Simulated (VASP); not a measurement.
# Fe (P6_3/mmc) in VASP: further runs

The runs below take Fe through density of states, electric field gradients, with PBE, PBEsol.

All numbers are computed with VASP 6.6.1; they aren't measurements. Logs are shortened: lines on timing, memory, paths and dates and some standing lists are left out, and cuts for length are marked.

## (1) The crystal as given

The structure is hexagonal, space group P6_3/mmc (No. 194). The conventional cell has a = 2.434 Å, b = 2.434 Å, c = 3.842 Å, α = 90.00°, β = 90.00°, γ = 120.00°. Fe (site symmetry -6m2) is surrounded by 12 Fe at 2.38 to 2.43 Å.

This isn't the form of Fe at room conditions, which is bcc.

## (2) Density of states, PBE

POSCAR

```
Fe
1.0
    2.4341575853      0.0000000000      0.0000000000
   -1.2170787927      2.1080423057      0.0000000000
    0.0000000000      0.0000000000      3.8419344700
Fe
2
Direct
    0.3333333333      0.6666666667      0.2500000000
    0.6666666667      0.3333333333      0.7500000000
```

INCAR.step1

```
PREC = Accurate
ENCUT = 520
EDIFF = 1E-6
ISMEAR = -1
SIGMA = 0.08
LREAL = False
LASPH = True
NELM = 100
ALGO = Normal
ISIF = 2
LWAVE = False
LCHARG = True
LMAXMIX = 4
GGA = PE
NBANDS = 15
```

KPOINTS.step1

```
Automatic mesh
0
Gamma
  17 17 10
```

INCAR.step2

```
PREC = Accurate
ENCUT = 520
EDIFF = 1E-6
ISMEAR = -5
SIGMA = 0.08
LREAL = False
LASPH = True
NELM = 100
ALGO = Normal
ISIF = 2
LWAVE = False
LCHARG = False
LMAXMIX = 4
GGA = PE
LORBIT = 11
NEDOS = 1001
ICHARG = 11
```

KPOINTS.step2

```
Automatic mesh
0
Gamma
  26 26 15
```

Potentials or basis: VASP PAW PBE potentials, release 64 (Fe).

Run with:

```sh
$ cat potpaw_PBE.64/Fe/POTCAR > POTCAR
$ cp INCAR.step1 INCAR
$ cp KPOINTS.step1 KPOINTS
$ mpirun -np 1 vasp_std > vasp.out
$ cp INCAR.step2 INCAR
$ cp KPOINTS.step2 KPOINTS
$ mpirun -np 1 vasp_std > vasp.out
```

OUTCAR:

```text
PREC = Accurate
   ENCUT = 520
   EDIFF = 1E-6
   ISMEAR = -5
   LREAL = False
   LASPH = True
   NELM = 100
   ISIF = 2
   GGA = PE
   LORBIT = 11
   ICHARG = 11

 ion  position               nearest neighbor table
   1  0.333  0.667  0.250-   2 2.38   2 2.38   2 2.38   2 2.38   2 2.38   2 2.38
   2  0.667  0.333  0.750-   1 2.38   1 2.38   1 2.38   1 2.38   1 2.38   1 2.38

  LATTYP: Found a hexagonal cell.
 ALAT       =     2.4341575853
 C/A-ratio  =     1.5783425417

  Lattice vectors:

 A1 = (   2.4341575853,   0.0000000000,   0.0000000000)
 A2 = (  -1.2170787927,   2.1080423057,   0.0000000000)
 A3 = (   0.0000000000,   0.0000000000,   3.8419344700)

Analysis of symmetry for initial positions (statically):
=====================================================================
 Subroutine PRICEL returns:
 Original cell was already a primitive cell.

 Routine SETGRP: Setting up the symmetry group for a
 hexagonal supercell.

 Subroutine GETGRP returns: Found 24 space group operations
 (whereof 12 operations were pure point group operations)
 out of a pool of 24 trial point group operations.

The static configuration has the point symmetry D_3d.
 The point group associated with its full space group is D_6h.

Analysis of symmetry for dynamics (positions and initial velocities):
=====================================================================
 Subroutine PRICEL returns:
 Original cell was already a primitive cell.

 Routine SETGRP: Setting up the symmetry group for a
 hexagonal supercell.

 Subroutine GETGRP returns: Found 24 space group operations
 (whereof 12 operations were pure point group operations)
 out of a pool of 24 trial point group operations.

The dynamic configuration has the point symmetry D_3d.
 The point group associated with its full space group is D_6h.

 Subroutine INISYM returns: Found 24 space group operations
 (whereof 12 operations are pure point group operations),
 and found     1 'primitive' translations

----------------------------------------------------------------------------------------

                                     Primitive cell

  volume of cell :      19.7141

  direct lattice vectors                    reciprocal lattice vectors
     2.434157585  0.000000000  0.000000000     0.410819746  0.237186891  0.000000000
    -1.217078793  2.108042306  0.000000000     0.000000000  0.474373781  0.000000000
     0.000000000  0.000000000  3.841934470     0.000000000  0.000000000  0.260285543

  length of vectors
     2.434157585  2.434157585  3.841934470     0.474373781  0.474373781  0.260285543

  position of ions in fractional coordinates (direct lattice)
     0.333333333  0.666666667  0.250000000
     0.666666667  0.333333333  0.750000000

  ion indices of the primitive-cell ions
   primitive index   ion index
                 1           1
                 2           2

----------------------------------------------------------------------------------------

 KPOINTS: Automatic mesh

Automatic generation of k-mesh.
 Grid dimensions read from file:
 generate k-points for:   26   26   15

 Generating k-lattice:

  Cartesian coordinates                     Fractional coordinates (reciprocal lattice)
     0.015800759  0.009122573  0.000000000     0.038461538 -0.000000000  0.000000000
     0.000000000  0.018245145  0.000000000     0.000000000  0.038461538  0.000000000
     0.000000000  0.000000000  0.017352370     0.000000000  0.000000000  0.066666667

  Length of vectors
     0.018245145  0.018245145  0.017352370

  Shift w.r.t. Gamma in fractional coordinates (k-lattice)
     0.000000000  0.000000000  0.000000000

 TETIRR: Found   9997 inequivalent tetrahedra from    60840

 Subroutine IBZKPT returns following result:
 ===========================================

 Found    560 irreducible k-points:

 Following reciprocal coordinates:
            Coordinates               Weight
  0.000000  0.000000  0.000000      1.000000
  0.038462  0.000000  0.000000      6.000000
  0.076923  0.000000  0.000000      6.000000
  0.115385 -0.000000  0.000000      6.000000
  0.153846  0.000000  0.000000      6.000000
  0.192308  0.000000  0.000000      6.000000
[... 16 lines left out ...]
  0.346154  0.038462  0.000000     12.000000
  0.384615  0.038462  0.000000     12.000000
 [... further k-points ...]
   k-points           NKPTS =    560   k-points in BZ     NKDIM =    560   number of bands    NBANDS=     12
   number of dos      NEDOS =   1001   number of ions     NIONS =      2
   total plane-waves  NPLWV =   9720
   dimension x,y,z NGX =    18 NGY =   18 NGZ =   30
   dimension x,y,z NGXF=    36 NGYF=   36 NGZF=   60
   ions per type =               2
   NGX,Y,Z   is equivalent  to a cutoff of  12.29, 12.29, 12.98 a.u.
   NGXF,Y,Z  is equivalent  to a cutoff of  24.59, 24.59, 25.96 a.u.
 SYSTEM =  unknown system
   PREC   = accura    normal or accurate (medium, high low for compatibility)
   ISTART =      0    job   : 0-new  1-cont  2-samecut
   ICHARG =     11    charge: 1-file 2-atom 10-const
   ISPIN  =      1    spin polarized calculation?
   LNONCOLLINEAR =      F non collinear calculations
   LSORBIT =      F    spin-orbit coupling
   LASPH  =      T    aspherical Exc in radial PAW
   ENCUT  =  520.0 eV  38.22 Ry    6.18 a.u.   4.53  4.53  7.14*2*pi/ulx,y,z
   NELM   =    100;   NELMIN=  2; NELMDL=  0     # of ELM steps
   EDIFF  = 0.1E-05   stopping-criterion for ELM
   LREAL  =      F    real-space projection
   EDIFFG = 0.1E-04   stopping-criterion for IOM
   NSW    =      0    number of steps for IOM
   IBRION =     -1    ionic relax: 0-MD 1-quasi-New 2-CG
   NFREE  =      0    steps in history (QN), initial steepest desc. (CG)
   ISIF   =      2    stress and relaxation
   ISYM   =      2    0-nonsym 1-usesym 2-fastsym
   POTIM  = 0.5000    time-step for ionic-motion
   TEBEG  =    0.0;   TEEND  =   0.0 temperature during run
   PSTRESS=    0.0 pullay stress
   NELECT =      16.0000    total number of electrons
   NUPDOWN=      -1.0000    fix difference up-down
   EMIN   =  10.00;   EMAX   =-10.00  energy-range for DOS
   EFERMI =   0.00;   METHOD = LEGACY
   ISMEAR =    -5;   SIGMA  =   0.08  broadening in eV -4-tet -1-fermi 0-gaus
   EFERMI_NEDOS =   21; number of points for ismear=-14 and -15
   IALGO  =     38    algorithm
   IMIX   =      4    mixing-type and parameters
     AMIX     =   0.40;   BMIX     =  1.00
     AMIX_MAG =   1.60;   BMIX_MAG =  1.00
  volume/ion in A,a.u.               =       9.86        66.52
  Fermi-wavevector in a.u.,A,eV,Ry     =   1.527058  2.885721 31.727505  2.331906
  Thomas-Fermi vector in A             =   2.635006
   LORBIT       =     11    0 simple, 1 ext, 2 COOP (PROOUT), +10 PAW based schemes
   GGA     = PE    functional components
   LHFCALC =     F    Hartree Fock is set to
   AEXX    =    0.0000 exact exchange contribution
   IVDW    =     0    specifies the selected vdW correction
   LEPSILON=     F    determine dielectric tensor
   LRPA    =     F    only Hartree local field effects (RPA)
 non-spin polarized calculation
 Fermi weights with tetrahedron method with Bloechl corrections
  energy-cutoff  :      520.00
  volume of cell :       19.71
 maximum number of plane-waves:       548

 number of electron      16.0000009 magnetization

 Free energy of the ion-electron system (eV)
  ---------------------------------------------------
  ext. energy  EPLUGINS =         0.00000000
  ---------------------------------------------------
  free energy    TOTEN  =       -16.28945574 eV

  energy without entropy =      -16.28945574  energy(sigma->0) =      -16.28945574

 E-fermi :   7.2931     XC(G=0): -13.9873

 val. band max:        7.3432170065   @ k =   0.4231   0.0385   0.3333
 cond. band min:       7.2790377231   @ k =   0.3846   0.0000   0.3333
 fundamental gap:     -0.0641792834
 Fermi energy:         7.2931010195

 k-point     1 :       0.0000    0.0000    0.0000
  band No.  band energies     occupation
      1      -1.8175      2.00000
      2       2.1594      2.00000
      3       5.5579      2.00000
      4       5.5579      2.00000
      5       5.7070      2.00000
      6       6.0509      2.00000
      7       6.0509      2.00000
      8       6.3994      2.00000
      9       6.3994      2.00000
     10       7.8680     -0.87285
     11       8.0379      0.00000
     12       8.0379      0.00000

 k-point     2 :       0.0385    0.0000    0.0000
  band No.  band energies     occupation
      1      -1.7608      2.00000
      2       2.1969      2.00000
      3       5.4546      2.00000
      4       5.5904      2.00000
      5       5.7974      2.00000
      6       6.0336      2.00000
      7       6.0793      2.00000
      8       6.3643      2.00000
      9       6.3764      2.00000
     10       7.2898      1.53663
     11       8.0493      0.00000
     12       8.6828      0.00000

 k-point     3 :       0.0769    0.0000    0.0000
  band No.  band energies     occupation
      1      -1.5921      2.00000
      2       2.3058      2.00000
      3       5.2836      2.00000
      4       5.6869      2.00000
      5       5.9209      2.00000
      6       5.9979      2.00000
      7       6.1636      2.00000
      8       6.2079      2.00000
      9       6.3107      2.00000
     10       6.7698      2.00000
     11       8.0809      0.00000
     12       9.4541      0.00000
[... 286 lines left out ...]
 k-point    23 :       0.3462    0.0385    0.0000
  band No.  band energies     occupation
      1       1.9536      2.00000
      2       2.9444      2.00000
      3       3.3188      2.00000
      4       4.6326      2.00000
      5       5.3721      2.00000
      6       5.8467      2.00000
      7       5.9242      2.00000
      8       7.7014      0.00000
      9       7.7777      0.00000
     10       8.2782      0.00000
     11       8.3833      0.00000
     12      15.5053      0.00000

 k-point    24 :       0.3846    0.0385    0.0000
  band No.  band energies     occupation
      1       2.2860      2.00000
      2       2.8383      2.00000
      3       3.1392      2.00000
      4       4.8091      2.00000
      5       5.3011      2.00000
      6       5.7772      2.00000
      7       6.0463      2.00000
      8       7.9169      0.00000
      9       8.0487      0.00000
     10       8.4000      0.00000
     11       8.8217      0.00000
     12      14.4159      0.00000

 [... further k-points ...]

------------------------ aborting loop because EDIFF is reached ----------------------------------------

  FORCE on cell =-STRESS in cart. coord.  units (eV):
  Direction    XX          YY          ZZ          XY          YZ          ZX
  --------------------------------------------------------------------------------------
  -------------------------------------------------------------------------------------
  Total        0.8972253      0.8972253      1.0026456     -0.0000000     -0.0000000      0.0000000
  in kB       72.9178926     72.9178926     81.4854463     -0.0000000     -0.0000000      0.0000000
  external PRESSURE =      75.7737439 kB  Pullay stress =       0.0000000 kB

 VOLUME and BASIS-vectors are now :
 -----------------------------------------------------------------------------
  energy-cutoff  :      520.00
  volume of cell :       19.71
      direct lattice vectors                 reciprocal lattice vectors
     2.434157585  0.000000000  0.000000000     0.410819746  0.237186891  0.000000000
    -1.217078793  2.108042306  0.000000000     0.000000000  0.474373781  0.000000000
     0.000000000  0.000000000  3.841934470     0.000000000  0.000000000  0.260285543

 POSITION                                       TOTAL-FORCE (eV/Angst)
 -----------------------------------------------------------------------------------
     -0.00000      1.40536      0.96048         0.000000     -0.000000      0.000000
      1.21708      0.70268      2.88145        -0.000000      0.000000      0.000000
 -----------------------------------------------------------------------------------
    total drift:                                0.000000     -0.000000     -0.000000

  FREE ENERGIE OF THE ION-ELECTRON SYSTEM (eV)
  ---------------------------------------------------
  free  energy   TOTEN  =       -16.2894557390 eV

  energy  without entropy=      -16.2894557390  energy(sigma->0) =      -16.28945574

 total charge

# of ion       s       p       d       tot
------------------------------------------
    1        0.553   0.674   6.371   7.599
    2        0.553   0.674   6.371   7.599
--------------------------------------------------
tot          1.107   1.348  12.743  15.197
```

It took 55 s on 1 thread of AMD EPYC 9R45 (Zen 5), shared host; peak memory 0.22 GiB.

Results:

| Property | Result |
| --- | --- |
| Valence electrons inside the program's atomic spheres | Fe 7.60 |

States per cell in windows of 0.5 eV (zero at the Fermi level; states under -8 eV left out):
```csv
from (eV),total,Fe1_d,Fe2_d,Fe1_p,Fe2_p,Fe1_s,Fe2_s
-8.0,0.07,0.00,0.00,0.00,0.00,0.03,0.03
-7.5,0.10,0.00,0.00,0.01,0.01,0.04,0.04
-7.0,0.12,0.00,0.00,0.01,0.01,0.04,0.04
-6.5,0.15,0.01,0.01,0.01,0.01,0.04,0.04
-6.0,0.21,0.02,0.02,0.02,0.02,0.05,0.05
-5.5,0.51,0.12,0.12,0.03,0.03,0.08,0.08
-5.0,1.06,0.35,0.35,0.05,0.05,0.10,0.10
-4.5,1.42,0.54,0.54,0.06,0.06,0.06,0.06
-4.0,1.10,0.43,0.43,0.06,0.06,0.02,0.02
-3.5,1.42,0.59,0.59,0.07,0.07,0.01,0.01
-3.0,1.33,0.55,0.55,0.07,0.07,0.01,0.01
-2.5,1.61,0.71,0.71,0.06,0.06,0.01,0.01
-2.0,1.96,0.88,0.88,0.06,0.06,0.01,0.01
-1.5,2.22,0.98,0.98,0.08,0.08,0.01,0.01
-1.0,1.42,0.63,0.63,0.05,0.05,0.01,0.01
-0.5,1.19,0.55,0.55,0.03,0.03,0.00,0.00
0.0,1.35,0.64,0.64,0.02,0.02,0.00,0.00
0.5,3.05,1.48,1.48,0.02,0.02,0.01,0.01
1.0,0.85,0.39,0.39,0.02,0.02,0.01,0.01
1.5,0.32,0.11,0.11,0.03,0.03,0.01,0.01
2.0,0.30,0.10,0.10,0.03,0.03,0.01,0.01
2.5,0.28,0.08,0.08,0.04,0.04,0.01,0.01
3.0,0.27,0.07,0.07,0.04,0.04,0.01,0.01
3.5,0.23,0.06,0.06,0.04,0.04,0.01,0.01
4.0,0.21,0.05,0.05,0.04,0.04,0.01,0.01
4.5,0.21,0.05,0.05,0.04,0.04,0.01,0.01
5.0,0.22,0.05,0.05,0.05,0.05,0.01,0.01
5.5,0.22,0.05,0.05,0.05,0.05,0.01,0.01
6.0,0.17,0.04,0.04,0.04,0.04,0.01,0.01
6.5,0.16,0.03,0.03,0.04,0.04,0.01,0.01
7.0,0.11,0.02,0.02,0.03,0.03,0.00,0.00
7.5,0.07,0.01,0.01,0.02,0.02,0.00,0.00
```

Caveat: the run has no spin polarisation, though such a crystal can be magnetic; tetrahedron occupations give inexact forces and stress in metals. Spin polarisation is off, so any magnetic state and its effect on volume and gap are missing.

(Part 1 of 2 ends here.)
